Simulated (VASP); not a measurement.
The system is TiO2.

```
Ti O
1.0
     4.59220    0.00000    0.00000
     0.00000    4.59220    0.00000
     0.00000    0.00000    2.95740
Ti O
2 4
Direct
  0.00000 0.00000 0.00000
  0.50000 0.50000 0.50000
  0.30496 0.30496 0.00000
  0.19504 0.80496 0.50000
  0.69504 0.69504 0.00000
  0.80496 0.19504 0.50000
```

```yaml
Program: VASP 6.6.1
Task: relaxation of cell and atoms
Functional: LDA
Potentials_or_basis: VASP PAW LDA potentials, release 64 (Ti_sv, O)
Cutoff: 600 eV
k_mesh: 6 × 6 × 10
Occupations: gaussian, width 0.03 eV
Spin: no spin polarisation
```

At the start: pressure -7.1 GPa; volume 10.39 Å³/atom.

Task: Where does the relaxation end?

Result: Over 6 steps the energy falls by 7.1 meV/atom and the volume is 10.09 Å³/atom (-3.0 %); space group P4_2/mnm (No. 136, to 0.05 Å).

The path:
```
step  energy change (eV)  largest force (eV/Å)  pressure (GPa)  volume (Å³)
   1              0.0000                0.0015           -7.06        62.37
   2              0.0417                0.3951           11.32        58.32
   3             -0.0402                0.1495           -0.08        60.66
   4             -0.0402                0.1527            0.01        60.62
   5             -0.0424                0.0155            0.03        60.53
   6             -0.0424                0.0011            0.07        60.52
```

Final structure:
```
Ti O
1.0
     4.55152    0.00000    0.00000
     0.00000    4.55152    0.00000
     0.00000    0.00000    2.92146
Ti O
2 4
Direct
  0.00000 0.00000 0.00000
  0.50000 0.50000 0.50000
  0.30383 0.30383 0.00000
  0.19617 0.80383 0.50000
  0.69617 0.69617 0.00000
  0.80383 0.19617 0.50000
```
